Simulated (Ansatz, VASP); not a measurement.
# Two plane-wave programs on KI

```xyz
2
Lattice="0.0000 3.3836 3.5246 3.3836 0.0000 3.5246 3.3836 3.3836 0.0000" Properties=species:S:1:pos:R:3 pbc="T T T"
K     0.0000    0.0000    0.0000
I     3.3836    3.3836    3.5246
```

Change from the starting cell: strain -0.040 along x and y, +0.000 along z, atoms carried along.

Alike in both runs: task single point; functional PBE; k mesh 6 × 6 × 6; occupations gaussian, width 0.05 eV; no spin polarisation.

|  | VASP | Ansatz |
| --- | --- | --- |
| version | VASP 6.6.1 | Ansatz 0.2.0 |
| potentials or method | VASP PAW PBE potentials, release 64 (K_sv, I) | scalar-relativistic, plane waves, PAW |
| plane-wave cutoff (eV) | 520 | 420 |
| valence electrons in the cell | 16 | 26 |

```csv
,VASP,Ansatz,Ansatz less VASP
gap on the k mesh at the Fermi level (eV),4.17,4.17,+0.005
least direct gap on the mesh (eV),4.17,4.17,+0.005
pressure (GPa),2.2,2.1,-0.04
largest component of the traceless stress (GPa),1.06,1.04,-0.012
```

The functional is the same, so the differences come from potentials, cutoffs and numerics. The two sets of potentials don't hold the same shells in valence.

Caveats: spin-orbit coupling is left out, which moves the levels of the heavy elements.
